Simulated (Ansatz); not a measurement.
Crystal: SiC (Moissanite).

```
Si C
1.0
     3.07600    0.00000    0.00000
    -1.53800    2.66389    0.00000
     0.00000    0.00000    5.04800
Si C
2 2
Direct
  0.66667 0.33333 0.50000
  0.33333 0.66667 0.00000
  0.66667 0.33333 0.88500
  0.33333 0.66667 0.38500
```

Base run:

| Quantity | Value |
| --- | --- |
| Program | Ansatz 0.2.0 |
| Functional | PBEsol |
| Potentials or basis | all-electron LAPW, scalar-relativistic |
| Cutoff | 325 eV |
| Density cutoff | 1302 eV |
| Basis error allowed | 0.002 eV/atom |
| k mesh | 10 × 10 × 5 |
| Occupations | fermi-dirac, width 0.05 eV |
| Spin | no spin polarisation |

Its results: band gap on the k mesh 2.33 eV, indirect (least direct gap 3.96 eV); pressure 0.2 GPa; largest force 0.746 eV/Å.

Task: The run is repeated on the same cell with these changes: functional from PBEsol to LDA. What comes out?

Result: Band gap on the k mesh 2.37 eV, indirect (least direct gap 3.98 eV); pressure -4.0 GPa; largest force 0.733 eV/Å.

LDA binds more tightly than PBEsol, so the same cell stands under less pressure.

Caveats: the mesh misses the band edges, which the band path finds closer together.

Not every run made on this cell is shown here.
